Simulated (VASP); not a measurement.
# Cs (I4/mmm) in VASP: a series of runs, part 2 of 2

VASP 6.6.1. The steps go on from the part before.

### Step 5. Single point, PBE

This run uses another cell than the first one, of the same volume but with other edges.

INCAR reads:

```
PREC = Accurate
ENCUT = 350
EDIFF = 1E-6
ISMEAR = 1
SIGMA = 0.15
LREAL = False
LASPH = True
NELM = 100
ALGO = Normal
ISIF = 2
LWAVE = False
LCHARG = False
GGA = PE
NBANDS = 10
ADDGRID = False
```

KPOINTS reads:

```
regular mesh
0
Gamma
  4 4 4
```

POSCAR reads:

```
Cs
1.0
   -2.7500754600      2.7500754600      4.0972389800
    2.7500754600     -2.7500754600      4.0972389800
    2.7500754600      2.7500754600     -4.0972389800
Cs
1
Direct
    0.0000000000      0.0000000000      0.0000000000
```

Potentials or basis: VASP PAW PBE potentials, release 64 (Cs_sv).

The run is started by

```bash
> cat potpaw_PBE.64/Cs_sv/POTCAR > POTCAR
> mpirun -np 1 vasp_std > vasp.out
```

OUTCAR:

```text
PREC = Accurate
   ENCUT = 350
   EDIFF = 1E-6
   ISMEAR = 1
   LREAL = False
   LASPH = True
   NELM = 100
   ISIF = 2
   GGA = PE

 Found     13 irreducible k-points:

 Following reciprocal coordinates:
            Coordinates               Weight
  0.000000  0.000000  0.000000      1.000000
  0.250000 -0.000000  0.000000      8.000000
  0.500000 -0.000000  0.000000      4.000000
  0.250000  0.250000  0.000000      8.000000
  0.500000  0.250000  0.000000     16.000000
 -0.250000  0.250000  0.000000      4.000000
   k-points           NKPTS =     13   k-points in BZ     NKDIM =     13   number of bands    NBANDS=     10
   number of dos      NEDOS =    301   number of ions     NIONS =      1
   total plane-waves  NPLWV =  46656
   dimension x,y,z NGX =    36 NGY =   36 NGZ =   36
   dimension x,y,z NGXF=    72 NGYF=   72 NGZF=   72
   ions per type =               1
   NGX,Y,Z   is equivalent  to a cutoff of  10.59, 10.59, 10.59 a.u.
   NGXF,Y,Z  is equivalent  to a cutoff of  21.19, 21.19, 21.19 a.u.
 SYSTEM =  unknown system
   PREC   = accura    normal or accurate (medium, high low for compatibility)
   ISTART =      0    job   : 0-new  1-cont  2-samecut
   ICHARG =      2    charge: 1-file 2-atom 10-const
   ISPIN  =      1    spin polarized calculation?
   LNONCOLLINEAR =      F non collinear calculations
   LSORBIT =      F    spin-orbit coupling
   LASPH  =      T    aspherical Exc in radial PAW
   ENCUT  =  350.0 eV  25.72 Ry    5.07 a.u.   8.62  8.62  8.62*2*pi/ulx,y,z
   NELM   =    100;   NELMIN=  2; NELMDL= -5     # of ELM steps
   EDIFF  = 0.1E-05   stopping-criterion for ELM
   LREAL  =      F    real-space projection
   EDIFFG = 0.1E-04   stopping-criterion for IOM
   NSW    =      0    number of steps for IOM
   IBRION =     -1    ionic relax: 0-MD 1-quasi-New 2-CG
   NFREE  =      0    steps in history (QN), initial steepest desc. (CG)
   ISIF   =      2    stress and relaxation
   ISYM   =      2    0-nonsym 1-usesym 2-fastsym
   POTIM  = 0.5000    time-step for ionic-motion
   TEBEG  =    0.0;   TEEND  =   0.0 temperature during run
   PSTRESS=    0.0 pullay stress
   NELECT =       9.0000    total number of electrons
   NUPDOWN=      -1.0000    fix difference up-down
   EMIN   =  10.00;   EMAX   =-10.00  energy-range for DOS
   EFERMI =   0.00;   METHOD = LEGACY
   ISMEAR =     1;   SIGMA  =   0.15  broadening in eV -4-tet -1-fermi 0-gaus
   EFERMI_NEDOS =   21; number of points for ismear=-14 and -15
   IALGO  =     38    algorithm
   IMIX   =      4    mixing-type and parameters
     AMIX     =   0.40;   BMIX     =  1.00
     AMIX_MAG =   1.60;   BMIX_MAG =  1.00
  volume/ion in A,a.u.               =     123.95       836.44
  Fermi-wavevector in a.u.,A,eV,Ry     =   0.682981  1.290648  6.346621  0.466463
  Thomas-Fermi vector in A             =   1.762213
   LORBIT       =      0    0 simple, 1 ext, 2 COOP (PROOUT), +10 PAW based schemes
   GGA     = PE    functional components
   LHFCALC =     F    Hartree Fock is set to
   AEXX    =    0.0000 exact exchange contribution
   IVDW    =     0    specifies the selected vdW correction
   LEPSILON=     F    determine dielectric tensor
   LRPA    =     F    only Hartree local field effects (RPA)
 non-spin polarized calculation
 Methfessel and Paxton  Order N= 1 SIGMA  =   0.15
  energy-cutoff  :      350.00
  volume of cell :      123.95
 maximum number of plane-waves:      1857
 NGX is ok and might be reduce to    36

 number of electron       9.0000004 magnetization

 Free energy of the ion-electron system (eV)
  ---------------------------------------------------
  ext. energy  EPLUGINS =         0.00000000
  ---------------------------------------------------
  free energy    TOTEN  =        -0.81655876 eV

  energy without entropy =       -0.81881068  energy(sigma->0) =       -0.81730940

 E-fermi :   0.3483     XC(G=0):  -5.2180

 val. band max:        0.2659444747   @ k =   0.5000  -0.0000   0.0000
 cond. band min:       0.4027788820   @ k =  -0.2500   0.5000   0.2500
 fundamental gap:      0.1368344073
 Fermi energy:         0.3483332830

 k-point     1 :       0.0000    0.0000    0.0000
  band No.  band energies     occupation
      1     -23.6113      2.00000
      2     -10.3686      2.00000
      3     -10.3670      2.00000
      4     -10.3670      2.00000
      5      -1.3262      2.00000
      6       2.5765     -0.00000
      7       2.7422     -0.00000
      8       2.7422     -0.00000
      9       3.5274      0.00000
     10       3.8485      0.00000
[... 53 lines left out ...]
 k-point     6 :      -0.2500    0.2500    0.0000
  band No.  band energies     occupation
      1     -23.6083      2.00000
      2     -10.4190      2.00000
      3     -10.3914      2.00000
      4     -10.3859      2.00000
      5      -0.5430      2.00000
      6       1.8393     -0.00000
      7       2.4935     -0.00000
      8       2.9945     -0.00000
      9       3.0215     -0.00000
     10       3.9413      0.00000

 [... further k-points ...]

------------------------ aborting loop because EDIFF is reached ----------------------------------------

  FORCE on cell =-STRESS in cart. coord.  units (eV):
  Direction    XX          YY          ZZ          XY          YZ          ZX
  --------------------------------------------------------------------------------------
  -------------------------------------------------------------------------------------
  Total       -0.0927617     -0.0927617     -0.0631605      0.0000000      0.0000000     -0.0000000
  in kB       -1.1990534     -1.1990534     -0.8164239      0.0000000      0.0000000     -0.0000000
  external PRESSURE =      -1.0715103 kB  Pullay stress =       0.0000000 kB

 VOLUME and BASIS-vectors are now :
 -----------------------------------------------------------------------------
  energy-cutoff  :      350.00
  volume of cell :      123.95
      direct lattice vectors                 reciprocal lattice vectors
    -2.750075460  2.750075460  4.097238980     0.000000000  0.181813193  0.122033399
     2.750075460 -2.750075460  4.097238980     0.181813193  0.000000000  0.122033399
     2.750075460  2.750075460 -4.097238980     0.181813193  0.181813193  0.000000000

 POSITION                                       TOTAL-FORCE (eV/Angst)
 -----------------------------------------------------------------------------------
      0.00000      0.00000      0.00000        -0.000000     -0.000000     -0.000000
 -----------------------------------------------------------------------------------
    total drift:                               -0.000000      0.000000      0.000000

  FREE ENERGIE OF THE ION-ELECTRON SYSTEM (eV)
  ---------------------------------------------------
  free  energy   TOTEN  =        -0.8165587562 eV

  energy  without entropy=       -0.8188106798  energy(sigma->0) =       -0.81730940
```

OSZICAR:

```text
N       E                     dE             d eps       ncg     rms          rms(c)
DAV:   1     0.454065491450E+02    0.45407E+02   -0.23543E+03   260   0.458E+02
DAV:   2     0.324631976110E+01   -0.42160E+02   -0.41510E+02   340   0.973E+01
DAV:   3    -0.760830897454E+00   -0.40072E+01   -0.40024E+01   298   0.347E+01
DAV:   4    -0.814477629522E+00   -0.53647E-01   -0.53623E-01   342   0.477E+00
DAV:   5    -0.814651635875E+00   -0.17401E-03   -0.17398E-03   380   0.226E-01    0.126E-01
DAV:   6    -0.815411371036E+00   -0.75974E-03   -0.11210E-03   370   0.159E-01    0.840E-02
DAV:   7    -0.816470980852E+00   -0.10596E-02   -0.28386E-03   292   0.261E-01    0.325E-02
DAV:   8    -0.816558914638E+00   -0.87934E-04   -0.11424E-04   312   0.620E-02    0.438E-03
DAV:   9    -0.816558756207E+00    0.15843E-06   -0.32888E-06   430   0.923E-03
   1 F= -.81655876E+00 E0= -.81730940E+00  d E =0.225192E-02
```

stdout:

```text
POSCAR found type information on POSCAR Cs
 POSCAR found :  1 types and       1 ions
 scaLAPACK will be used
 LDA part: xc-table for (Slater+PW92), standard interpolation
 POSCAR, INCAR and KPOINTS ok, starting setup
 FFT: planning ... GRIDC
 FFT: planning ... GRID_SOFT
 FFT: planning ... GRID
 WAVECAR not read
 entering main loop
```

Run time: 5 s. Hardware: 1 thread of Intel Xeon Platinum 8488C (Sapphire Rapids), shared host; peak memory 0.19 GiB.

These settings aren't checked as converged: the numbers below hold their error.

What came out:

| Quantity | Value |
| --- | --- |
| Free energy | -0.8166 eV |
| Pressure | -0.1 GPa |
| Band gap on the k mesh | none (metal or under the smearing width) |

Caveat: the k mesh is coarse (spacing up to 0.40 Å⁻¹), so the values aren't converged.

### Step 6. For comparison

An earlier run on the cell as given: functional PBE; potentials or basis VASP PAW PBE potentials, release 64 (Cs_sv); cutoff 520 eV; k mesh 7 × 7 × 7; occupations fermi-dirac, width 0.05 eV; no spin polarisation.

* Pressure: -0.1 GPa
* Band gap on the k mesh: none (metal or under the smearing width)
